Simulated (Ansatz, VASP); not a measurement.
Two plane-wave programs on CdTe

File INCAR:

```
ALGO = Normal
EDIFF = 1E-6
ENCUT = 520
GGA = PS
ISIF = 2
ISMEAR = 0
LASPH = T
LCHARG = F
LREAL = F
LWAVE = F
NBANDS = 16
NELM = 100
PREC = Accurate
SIGMA = 0.05
```

KPOINTS

```
k-points
0
Gamma
  10 10 10
```

File POSCAR:

```
CdTe
1.0
    0.0000000000      3.2050000000      3.2050000000
    3.2050000000      0.0000000000      3.2050000000
    3.2050000000      3.2050000000      0.0000000000
Cd Te
1 1
Direct
    0.0000000000      0.0000000000      0.0000000000
    0.2500000000      0.2500000000      0.2500000000
```

Input for Ansatz:

```yaml
crystal:
  lattice:
    - [0.0, 3.205, 3.205]
    - [3.205, 0.0, 3.205]
    - [3.205, 3.205, 0.0]
  atoms:
    - { symbol: Cd, position: [0.0, 0.0, 0.0] }
    - { symbol: Te, position: [0.25, 0.25, 0.25] }
basis:
  ecutwfc: 420
  ecutrho_ratio: 4
kpoints:
  mp_grid: { grid: [10, 10, 10] }
hamiltonian:
  xc: pbesol
scf:
  occupations: { method: gaussian, width: 0.05 }
output:
  forces: true
  stress: true
  eigenvalues: true
```

Alike in both runs: task single point; functional PBEsol; k mesh 10 × 10 × 10; occupations gaussian, width 0.05 eV; no spin polarisation.

|  | VASP | Ansatz |
| --- | --- | --- |
| version | VASP 6.6.1 | Ansatz 0.2.0 |
| potentials or method | VASP PAW PBE potentials, release 64 (Cd, Te) | scalar-relativistic, plane waves, PAW |
| plane-wave cutoff (eV) | 520 | 420 |
| valence electrons in the cell | 18 | 36 |

Ansatz gave:

```
gap on the k mesh at the Fermi level (eV) : 0.76
least direct gap on the mesh (eV)         : 0.76
pressure (GPa)                            : 1.7
```

Which values does VASP return?

gap on the k mesh at the Fermi level (eV): 0.76; least direct gap on the mesh (eV): 0.76; pressure (GPa): 1.8.

The two sets of potentials don't hold the same shells in valence.

Caveats: the PAW data sets were made with another functional, which shifts forces and pressure a little (VASP); spin-orbit coupling is left out, which moves the levels of the heavy elements. Expect the measured gap to be larger: semilocal functionals such as PBEsol lack the derivative discontinuity.
